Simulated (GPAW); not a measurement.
# AlN (P6_3mc) in GPAW: a series of runs

Aim: see how the results for AlN move with the level of theory and the settings. Levels: rSCAN, BP86+D4, PBE. Tasks: phonons, gruneisen, equation of state.

Everything below comes from runs of GPAW 26.7.0. Logs are shortened: lines on timing, memory, paths and dates and some standing lists are left out, and cuts for length are marked. The log counts tension as positive stress, the text compression.

**Experimental background.**

“Self-assembly of well-separated AlN nanowires directly on sputtered metallic TiN films”, 2019, arxiv:1910.07391 quotes, for a bulk crystal of AlN at 10 K: band gap 6.034 eV (an exciton energy, a little under the gap).

The runs below are set against these values where they give the same quantity.

## 1. The structure

It takes space group P6_3mc (No. 186, hexagonal). Conventional cell: a = 3.113 Å, b = 3.113 Å, c = 4.981 Å, α = 90.00°, β = 90.00°, γ = 120.00°. Al (site symmetry 3m) has 4 N at 1.89 Å as nearest neighbours. N (site symmetry 3m) has 4 Al at 1.89 Å as nearest neighbours.

## 2. Phonons, rSCAN

run.py

```python
import json
import numpy as np
from ase import Atoms
from ase.constraints import FixSymmetry
from ase.filters import FrechetCellFilter
from ase.io import write
from ase.optimize import BFGS
from phonopy import Phonopy
from phonopy.structure.atoms import PhonopyAtoms
from gpaw import GPAW, PW

atoms = Atoms(['Al', 'Al', 'N', 'N'],
              cell=[[3.113, 0.0, 0.0],
                    [-1.5565, 2.695937082, 0.0],
                    [0.0, 0.0, 4.981]],
              scaled_positions=[[0.6666666667, 0.3333333333, 0.5],
                                [0.3333333333, 0.6666666667, 0.0],
                                [0.6666666667, 0.3333333333, 0.88],
                                [0.3333333333, 0.6666666667, 0.38]],
              pbc=True)

calc = GPAW(mode=PW(680),
            xc='MGGA_X_RSCAN+MGGA_C_RSCAN',
            kpts={'size': (7, 7, 4), 'gamma': True},
            occupations={'name': 'fermi-dirac', 'width': 0.05},
            nbands=18,
            convergence={'density': 1e-06, 'forces': 0.0001, 'eigenstates': 1e-09},
            maxiter=75,
            txt='gpaw.txt')
atoms.calc = calc
atoms.set_constraint(FixSymmetry(atoms))
BFGS(FrechetCellFilter(atoms), trajectory='relax.traj', logfile='-').run(fmax=0.005, steps=40)
atoms.set_constraint()
energy = atoms.get_potential_energy()
forces = atoms.get_forces()
stress = atoms.get_stress()
calc.write('gs.gpw')
write('result.traj', atoms)
print('Cell:', atoms.cell.cellpar().round(4))
print(atoms.get_scaled_positions().round(5))

def force_constants(scale):
    unit = PhonopyAtoms(symbols=atoms.get_chemical_symbols(), cell=atoms.cell[:] * scale**(1 / 3),
                        scaled_positions=atoms.get_scaled_positions())
    ph = Phonopy(unit, supercell_matrix=np.diag([1, 1, 1]), primitive_matrix=np.eye(3), symprec=1e-4)
    ph.generate_displacements(distance=0.01)
    forces = []
    for i, sc in enumerate(ph.supercells_with_displacements):
        a = Atoms(sc.symbols, cell=sc.cell, scaled_positions=sc.scaled_positions, pbc=True)
        c = GPAW(mode=PW(680),
                 xc='MGGA_X_RSCAN+MGGA_C_RSCAN',
                 kpts={'size': (7, 7, 4), 'gamma': True},
                 occupations={'name': 'fermi-dirac', 'width': 0.05},
                 nbands=18,
                 convergence={'density': 1e-06, 'forces': 0.0001, 'eigenstates': 1e-09},
                 maxiter=75,
                 txt=f'disp-{scale:.3f}-{i:02d}.txt')
        a.calc = c
        f = a.get_forces()
        forces.append(f - f.mean(axis=0))
        print(f'displacement {i}: drift', f.mean(axis=0).round(5), flush=True)
    ph.forces = forces
    ph.produce_force_constants()
    ph.symmetrize_force_constants()
    return ph

qpoints = [[0.0, 0.0, 0.0]]
results = {}
for scale in [1.0]:
    ph = force_constants(scale)
    ph.run_qpoints(qpoints)
    nu = ph.qpoints.frequencies * 33.35641  # THz to cm^-1
    results[f'{scale:.3f}'] = nu.tolist()
    for qp, f in zip(qpoints, nu):
        print(scale, np.round(qp, 4), f.round(2))
json.dump(results, open('phonons.json', 'w'))
```

Potentials or basis: GPAW PAW data sets (gpaw-data 1.2.1), pw.

Started as:

```console
$ OMP_NUM_THREADS=1 python run.py
```

gpaw.txt:

```text
__  _  _
 | _ |_)|_||  |
 |__||  | ||/\| - 26.7.0

Input parameters:
  mode=PW(ecut=680.0),
  convergence={'density': 1e-06, 'forces': 0.0001, 'eigenstates': 1e-09},
  kpts=MonkhorstPack(size=(7, 7, 4), gamma=True),
  maxiter=75,
  nbands=18,
  occupations=Occupations(name='fermi-dirac', width=0.05),
  xc=XC(name='MGGA_X_RSCAN+MGGA_C_RSCAN')

Diagonalizing LCAO Hamiltonian
Converting LCAO to pw mode

           N

           Al
        N

        Al

Atoms  # Å, Bohr magnetons
|   | symbol |        x |        y |        z |    initial magnetic moments |
|---|--------|----------|----------|----------|-----------------------------|
| 0 |     Al | 1.556500 | 0.898646 | 2.490500 | ( 0.0000,  0.0000,  0.0000) |
| 1 |     Al | 0.000000 | 1.797291 | 0.000000 | ( 0.0000,  0.0000,  0.0000) |
| 2 |      N | 1.556500 | 0.898646 | 4.383280 | ( 0.0000,  0.0000,  0.0000) |
| 3 |      N | 0.000000 | 1.797291 | 1.892780 | ( 0.0000,  0.0000,  0.0000) |

Unit cell  # Å
| periodic |         x |        y |        z |  lengths |     angles |
|----------|-----------|----------|----------|----------|------------|
|      yes |  3.113000 | 0.000000 | 0.000000 | 3.113000 |  90.000000 |
|      yes | -1.556500 | 2.695937 | 0.000000 | 3.113000 |  90.000000 |
|      yes |  0.000000 | 0.000000 | 4.981000 | 4.981000 | 120.000000 |

Number of symmetries: 6
Symmetry operations  # r_c * U_cc + t_c -> r_c
|   | kind |            matrix            |
|---|------|------------------------------|
| 0 |  σ   |  1, 1, 0,  0,-1, 0,  0, 0, 1 |
| 1 |  E   |  1, 0, 0,  0, 1, 0,  0, 0, 1 |
| 2 |  C3  |  0, 1, 0, -1,-1, 0,  0, 0, 1 |
| 3 |  σ   |  0,-1, 0, -1, 0, 0,  0, 0, 1 |
| 4 |  σ   | -1, 0, 0,  1, 1, 0,  0, 0, 1 |
| 5 |  C3  | -1,-1, 0,  1, 0, 0,  0, 0, 1 |

BZ-sampling:
  Number of BZ points: 196
  Number of IBZ points: 28
[... 208 lines left out ...]
        Al

Atoms  # Å, Bohr magnetons
|   | symbol |        x |        y |         z |    initial magnetic moments |
|---|--------|----------|----------|-----------|-----------------------------|
| 0 |     Al | 1.555029 | 0.897796 |  2.487452 | ( 0.0000,  0.0000,  0.0000) |
| 1 |     Al | 0.000000 | 1.795592 | -0.001728 | ( 0.0000,  0.0000,  0.0000) |
| 2 |      N | 1.555029 | 0.897796 |  4.382599 | ( 0.0000,  0.0000,  0.0000) |
| 3 |      N | 0.000000 | 1.795592 |  1.893419 | ( 0.0000,  0.0000,  0.0000) |

Unit cell  # Å
| periodic |         x |        y |        z |  lengths |     angles |
|----------|-----------|----------|----------|----------|------------|
|      yes |  3.110057 | 0.000000 | 0.000000 | 3.110057 |  90.000000 |
|      yes | -1.555029 | 2.693388 | 0.000000 | 3.110057 |  90.000000 |
|      yes |  0.000000 | 0.000000 | 4.978360 | 4.978360 | 120.000000 |

Number of symmetries: 6
Symmetry operations  # r_c * U_cc + t_c -> r_c
|   | kind |            matrix            |
|---|------|------------------------------|
| 0 |  σ   |  1, 1, 0,  0,-1, 0,  0, 0, 1 |
| 1 |  E   |  1, 0, 0,  0, 1, 0,  0, 0, 1 |
| 2 |  C3  |  0, 1, 0, -1,-1, 0,  0, 0, 1 |
| 3 |  σ   |  0,-1, 0, -1, 0, 0,  0, 0, 1 |
| 4 |  σ   | -1, 0, 0,  1, 1, 0,  0, 0, 1 |
| 5 |  C3  | -1,-1, 0,  1, 0, 0,  0, 0, 1 |

BZ-sampling:
  Number of BZ points: 196
  Number of IBZ points: 28
[... 168 lines left out ...]
|          2 |        -0.209 |     2.000 |
|          3 |         4.967 |     2.000 |
|          4 |         4.967 |     2.000 |
|          5 |         5.638 |     2.000 |
[... 8 lines left out ...]
|         14 |        19.956 |     0.000 |
|         15 |        19.956 |     0.000 |
|        ... |               |           |
|         17 |        21.255 |     0.000 |

Gap: 4.939 eV
Transition (v -> c):
  (s=0, k=0, n=7, [0.00, 0.00, 0.00]) -> (s=0, k=0, n=8, [0.00, 0.00, 0.00])
No difference between direct/indirect transitions

Stress tensor  # eV/Ang^3
|         x |         y |         z |
|-----------|-----------|-----------|
|  0.020881 | -0.000000 | -0.000000 |
|  0.000000 |  0.020881 | -0.000000 |
| -0.000000 | -0.000000 |  0.013900 |

Forces  # eV/Ang
|        x |       y |        z |
|----------|---------|----------|
|  0.00000 | 0.00000 | -0.07182 |  # Al   0
| -0.00000 | 0.00000 | -0.07182 |  # Al   1
|  0.00000 | 0.00000 |  0.06692 |  # N    2
|  0.00000 | 0.00000 |  0.06693 |  # N    3

Interpolating wave functions to new cell

           N

           Al
        N

        Al

Atoms  # Å, Bohr magnetons
|   | symbol |        x |        y |         z |    initial magnetic moments |
|---|--------|----------|----------|-----------|-----------------------------|
| 0 |     Al | 1.549170 | 0.894414 |  2.476178 | ( 0.0000,  0.0000,  0.0000) |
| 1 |     Al | 0.000000 | 1.788827 | -0.006828 | ( 0.0000,  0.0000,  0.0000) |
| 2 |      N | 1.549170 | 0.894414 |  4.376494 | ( 0.0000,  0.0000,  0.0000) |
| 3 |      N | 0.000000 | 1.788827 |  1.893488 | ( 0.0000,  0.0000,  0.0000) |

Unit cell  # Å
| periodic |         x |        y |         z |  lengths |     angles |
|----------|-----------|----------|-----------|----------|------------|
|      yes |  3.098339 | 0.000000 |  0.000000 | 3.098339 |  90.000000 |
|      yes | -1.549170 | 2.683241 | -0.000000 | 3.098339 |  90.000000 |
|      yes |  0.000000 | 0.000000 |  4.966011 | 4.966011 | 120.000000 |

Number of symmetries: 6
Symmetry operations  # r_c * U_cc + t_c -> r_c
|   | kind |            matrix            |
|---|------|------------------------------|
| 0 |  σ   |  1, 1, 0,  0,-1, 0,  0, 0, 1 |
| 1 |  E   |  1, 0, 0,  0, 1, 0,  0, 0, 1 |
| 2 |  C3  |  0, 1, 0, -1,-1, 0,  0, 0, 1 |
| 3 |  σ   |  0,-1, 0, -1, 0, 0,  0, 0, 1 |
| 4 |  σ   | -1, 0, 0,  1, 1, 0,  0, 0, 1 |
| 5 |  C3  | -1,-1, 0,  1, 0, 0,  0, 0, 1 |

BZ-sampling:
  Number of BZ points: 196
  Number of IBZ points: 28
[... 167 lines left out ...]
|          2 |        -0.151 |     2.000 |
|          3 |         5.050 |     2.000 |
|          4 |         5.050 |     2.000 |
|          5 |         5.719 |     2.000 |
[... 8 lines left out ...]
|         14 |        20.143 |     0.000 |
|         15 |        20.143 |     0.000 |
|        ... |               |           |
|         17 |        21.445 |     0.000 |

Gap: 5.005 eV
Transition (v -> c):
  (s=0, k=0, n=7, [0.00, 0.00, 0.00]) -> (s=0, k=0, n=8, [0.00, 0.00, 0.00])
No difference between direct/indirect transitions

Stress tensor  # eV/Ang^3
|        x |         y |         z |
|----------|-----------|-----------|
| 0.003294 | -0.000000 |  0.000000 |
| 0.000000 |  0.003294 | -0.000000 |
| 0.000000 | -0.000000 |  0.009247 |

Forces  # eV/Ang
|        x |        y |        z |
|----------|----------|----------|
|  0.00000 |  0.00000 |  0.07088 |  # Al   0
| -0.00000 |  0.00000 |  0.07088 |  # Al   1
| -0.00000 |  0.00000 | -0.07207 |  # N    2
|  0.00000 | -0.00000 | -0.07207 |  # N    3

Interpolating wave functions to new cell

           N

           Al
        N

        Al

Atoms  # Å, Bohr magnetons
|   | symbol |        x |        y |         z |    initial magnetic moments |
|---|--------|----------|----------|-----------|-----------------------------|
| 0 |     Al | 1.548399 | 0.893969 |  2.475206 | ( 0.0000,  0.0000,  0.0000) |
| 1 |     Al | 0.000000 | 1.787938 | -0.006349 | ( 0.0000,  0.0000,  0.0000) |
| 2 |      N | 1.548399 | 0.893969 |  4.373410 | ( 0.0000,  0.0000,  0.0000) |
| 3 |      N | 0.000000 | 1.787938 |  1.891856 | ( 0.0000,  0.0000,  0.0000) |

Unit cell  # Å
| periodic |         x |        y |         z |  lengths |     angles |
|----------|-----------|----------|-----------|----------|------------|
|      yes |  3.096799 | 0.000000 |  0.000000 | 3.096799 |  90.000000 |
|      yes | -1.548399 | 2.681907 | -0.000000 | 3.096799 |  90.000000 |
|      yes |  0.000000 | 0.000000 |  4.963109 | 4.963109 | 120.000000 |

Number of symmetries: 6
Symmetry operations  # r_c * U_cc + t_c -> r_c
|   | kind |            matrix            |
|---|------|------------------------------|
| 0 |  σ   |  1, 1, 0,  0,-1, 0,  0, 0, 1 |
| 1 |  E   |  1, 0, 0,  0, 1, 0,  0, 0, 1 |
| 2 |  C3  |  0, 1, 0, -1,-1, 0,  0, 0, 1 |
| 3 |  σ   |  0,-1, 0, -1, 0, 0,  0, 0, 1 |
| 4 |  σ   | -1, 0, 0,  1, 1, 0,  0, 0, 1 |
| 5 |  C3  | -1,-1, 0,  1, 0, 0,  0, 0, 1 |

BZ-sampling:
  Number of BZ points: 196
  Number of IBZ points: 28
[... 212 lines left out ...]
        Al

Atoms  # Å, Bohr magnetons
|   | symbol |        x |        y |         z |    initial magnetic moments |
|---|--------|----------|----------|-----------|-----------------------------|
| 0 |     Al | 1.547393 | 0.893388 |  2.474378 | ( 0.0000,  0.0000,  0.0000) |
| 1 |     Al | 0.000000 | 1.786776 | -0.004553 | ( 0.0000,  0.0000,  0.0000) |
| 2 |      N | 1.547393 | 0.893388 |  4.366879 | ( 0.0000,  0.0000,  0.0000) |
| 3 |      N | 0.000000 | 1.786776 |  1.887948 | ( 0.0000,  0.0000,  0.0000) |

Unit cell  # Å
| periodic |         x |         y |         z |  lengths |     angles |
|----------|-----------|-----------|-----------|----------|------------|
|      yes |  3.094787 |  0.000000 |  0.000000 | 3.094787 |  90.000000 |
|      yes | -1.547393 |  2.680164 | -0.000000 | 3.094787 |  90.000000 |
|      yes |  0.000000 | -0.000000 |  4.957861 | 4.957861 | 120.000000 |

Number of symmetries: 6
Symmetry operations  # r_c * U_cc + t_c -> r_c
|   | kind |            matrix            |
|---|------|------------------------------|
| 0 |  σ   |  1, 1, 0,  0,-1, 0,  0, 0, 1 |
| 1 |  E   |  1, 0, 0,  0, 1, 0,  0, 0, 1 |
| 2 |  C3  |  0, 1, 0, -1,-1, 0,  0, 0, 1 |
| 3 |  σ   |  0,-1, 0, -1, 0, 0,  0, 0, 1 |
| 4 |  σ   | -1, 0, 0,  1, 1, 0,  0, 0, 1 |
| 5 |  C3  | -1,-1, 0,  1, 0, 0,  0, 0, 1 |

BZ-sampling:
  Number of BZ points: 196
  Number of IBZ points: 28
[... 168 lines left out ...]
|          2 |        -0.135 |     2.000 |
|          3 |         5.091 |     2.000 |
|          4 |         5.091 |     2.000 |
|          5 |         5.762 |     2.000 |
[... 8 lines left out ...]
|         14 |        20.226 |     0.000 |
|         15 |        20.226 |     0.000 |
|        ... |               |           |
|         17 |        21.504 |     0.000 |

Gap: 5.057 eV
Transition (v -> c):
  (s=0, k=0, n=7, [0.00, 0.00, 0.00]) -> (s=0, k=0, n=8, [0.00, 0.00, 0.00])
No difference between direct/indirect transitions

Stress tensor  # eV/Ang^3
|         x |         y |        z |
|-----------|-----------|----------|
| -0.000362 |  0.000000 | 0.000000 |
|  0.000000 | -0.000362 | 0.000000 |
|  0.000000 |  0.000000 | 0.000478 |

Forces  # eV/Ang
|        x |        y |        z |
|----------|----------|----------|
| -0.00000 |  0.00000 |  0.00057 |  # Al   0
|  0.00000 |  0.00000 |  0.00057 |  # Al   1
|  0.00000 |  0.00000 | -0.00396 |  # N    2
|  0.00000 | -0.00000 | -0.00396 |  # N    3

# Writing to gs.gpw (mode='')
```

Run time: 9.2 min. Hardware: 1 thread of Intel Xeon 6975P-C (Granite Rapids), shared host; peak memory 0.68 GiB.

What came out:

```
Free energy                                             : -42.4419 eV
Relaxed volume                                          : 10.28 Å³/atom
Relaxed cell                                            : a = 3.095 Å, b = 3.095 Å, c = 4.958 Å, α = 90.00°, β = 90.00°, γ = 120.00°
Space group after relaxing (to 0.05 Å)                  : P6_3mc (No. 186)
Pressure after relaxing                                 : 0.0 GPa
Largest force after relaxing                            : 0.004 eV/Å
Band gap on the k mesh                                  : 5.06 eV, direct
Highest phonon frequency at Γ, LO-TO splitting left out : 748 cm⁻¹
```

Forces on the atoms (eV/Å):
```
Al   0.000  0.000  0.001
Al   0.000  0.000  0.001
N    0.000  0.000 -0.004
N    0.000  0.000 -0.004
```

Final structure:
```
CELL_PARAMETERS angstrom
3.09479 0.00000 0.00000
-1.54739 2.68016 0.00000
0.00000 0.00000 4.95786
ATOMIC_POSITIONS crystal
Al 0.66667 0.33333 0.49908
Al 0.33333 0.66667 0.99908
N 0.66667 0.33333 0.88080
N 0.33333 0.66667 0.38080
```

Phonon frequencies in cm⁻¹ (negative: imaginary):
```csv
q point,frequencies
"(0.000, 0.000, 0.000)",0 0 0 246 246 568 630 678 678 691 691 748
```

Caveat: the cutoff is short for stress and forces, so pressures can be off by a GPa or more; the LO-TO splitting is left out; the PAW data sets were made with another functional, which shifts forces and pressure a little.

(Continued in part 2 of 2.)
